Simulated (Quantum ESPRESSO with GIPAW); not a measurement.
# 15N shielding of AlN under strain

GIPAW runs (PBEsol, plane-wave PAW from pslibrary 1.0.0 recipes, cutoffs 55 and 340 Ry, one 7×7×4 mesh for all shielding runs; Quantum ESPRESSO with GIPAW, a patched development version; no spin-orbit coupling, no macroscopic shape term) on AlN, space group P6_3mc before straining. The cell below is strained equally along all axes, and the atoms are relaxed in pw.x at each strain, zero included.

```
CELL_PARAMETERS angstrom
3.11300 0.00000 0.00000
-1.55650 2.69594 0.00000
0.00000 0.00000 4.98100
ATOMIC_POSITIONS crystal
Al 0.66667 0.33333 0.49899
Al 0.33333 0.66667 0.99899
N 0.66667 0.33333 0.88101
N 0.33333 0.66667 0.38101
```

The cell is an entry of the Crystallography Open Database; it need not be the form that is stable at ambient conditions.

The bonds are those of N (atom 3; bound to Al4). One row is withheld.

```csv
strain (%),mean bond (Å),σ_iso Al (ppm),σ_iso N (ppm),span N (ppm)
-2,1.8560,437.22,116.21,9.6
-1.5,1.8655,437.92,114.71,9.6
-1,1.8750,?,?,?
0,1.8939,439.79,109.55,9.5
+0.5,1.9034,440.35,107.61,9.5
+1,1.9128,440.87,105.54,9.5
+2,1.9318,441.77,100.98,9.5
```

**Task.** Fit σ_iso of N against strain, judge whether a straight line is enough, and predict the withheld row at -1 %.

1. With n = 6: Σx = 0.000, Σy = 654.60, Σx² = 11.5000, Σxy = -43.180.

2. Slope b = (nΣxy − ΣxΣy)/(nΣx² − (Σx)²) = -3.75 ppm per %, intercept a = (Σy − bΣx)/n = 109.10 ppm.

3. Residuals (run less line), in the order of the table: -0.40, -0.02, +0.45, +0.39, +0.19, -0.61 ppm. They bend in one sense; the largest is 4.0 % of the range of σ, so a quadratic term is needed: σ = 109.57 − 3.802 x − 0.243 x², with residuals of 0.02 ppm or less.

4. At -1 % (inside the fitted range) the line gives 112.85 ppm and the parabola 113.12 ppm.

5. The run gives:

```csv
strain (%),mean bond (Å),σ_iso Al (ppm),σ_iso N (ppm),span N (ppm)
-1,1.8750,438.56,113.08,9.5
```

Prediction less run: the line misses by -0.23 ppm, the parabola by +0.04 ppm. By the parabola, a strain of +1 % changes σ of N by -4.05 ppm and one of −1 % by +3.56 ppm; the mean slope is -3.75 ppm per %, or 2.0 ppm for 0.01 Å of mean bond length. The shift moves the opposite way, scaled by the slope of a reference line. Over the table σ of Al goes from 437.22 to 441.77 ppm. Zero strain is the database's lattice with relaxed atoms, not this functional's rest cell, and neither cutoff nor mesh was tested for the slopes. The omitted shape term, common to all sites, changes with strain too. This build of gipaw.x prints that it is not audited and that its numbers are no references by themselves. The relaxations ran on cheaper settings and stop at small residual forces, which adds noise that small residuals can't be told from.

[Banner, clock, file and message-heading lines were taken out of the pw.x and gipaw.x logs.]

[Logs are printed without paths, hosts, clocks, repeated set-up lines and the standing remarks that a program may print on its own settings, such as how far it seeks lower states.]

[Hosts, paths, dates, database ids (printed as entryN), source tags and the programs' standing remarks are cut or masked in the printed files.]
